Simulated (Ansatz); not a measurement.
`CC(=O)O[SiH2]F` + H₂Se → `F[SiH2][SeH]` + acetic acid at 600 K and 1 bar (ligand exchange at the Si–O bond).

Program: Ansatz. Geometries: PBE0-D4/def2-TZVP. ΔE: electronic, gas phase. CBS: MP2 limit from def2 TZ/QZ plus the TZ coupled-cluster correction, frozen cores. For Se outer-core shells are correlated without core-valence functions, which leaves a few kJ/mol of doubt a bond. Scalar relativity is left out up to krypton. One conformer a species, not always the lowest.

```csv
species,CCSD(T)/CBS energy (Eh),H − E (kJ/mol),S (J/(mol·K))
`CC(=O)O[SiH2]F`,-618.45411,254.7,453.5
H₂Se,-2401.89790,57.0,244.8
`F[SiH2][SeH]`,-2791.46485,115.9,365.3
`CC(=O)O`,-228.87529,204.1,348.2
```

H − E and S are ideal-gas, rigid-rotor, harmonic terms from PBE0-D4/def2-TZVP, for one conformer and one mirror image of each species. 1 Eh = 2625.50 kJ/mol, R = 8.31446 J/(mol·K).

**Question.** By hand: ΔE, ΔH, ΔS and ΔG.

**Answer.** ΔE = (-2791.46485) + (-228.87529) − (-618.45411) − (-2401.89790) = 0.01187 Eh = 31.2 kJ/mol. Δ(H − E) = 115.9 + 204.1 − 254.7 − 57.0 = 8.3, so ΔH = 39.5 kJ/mol. ΔS = 365.3 + 348.2 − 453.5 − 244.8 = 15.2 J/(mol·K). ΔG = 39.5 − 600 × (15.2)/1000 = 30.4 kJ/mol.

**Question.** By hand: the equilibrium constant, and the temperature at which ΔG would vanish if ΔH and ΔS stayed fixed.

**Answer.** log₁₀ K = −ΔG/(RT ln 10) = -2.6. ΔG = 0 at ΔH/ΔS = 2599 K, far beyond where these terms or the molecules hold.

ΔH outweighs TΔS. A doubt of 5 kJ/mol in ΔE shifts log₁₀ K by 0.4 here. Other conformers and mirror images would add mixing entropy, several J/(mol·K) or more a flexible species. These are equilibria of isolated gas molecules and say nothing of rates. Largest T1 diagnostic: 0.015 (customary marks: 0.02 for closed shells, 0.045 for open ones).
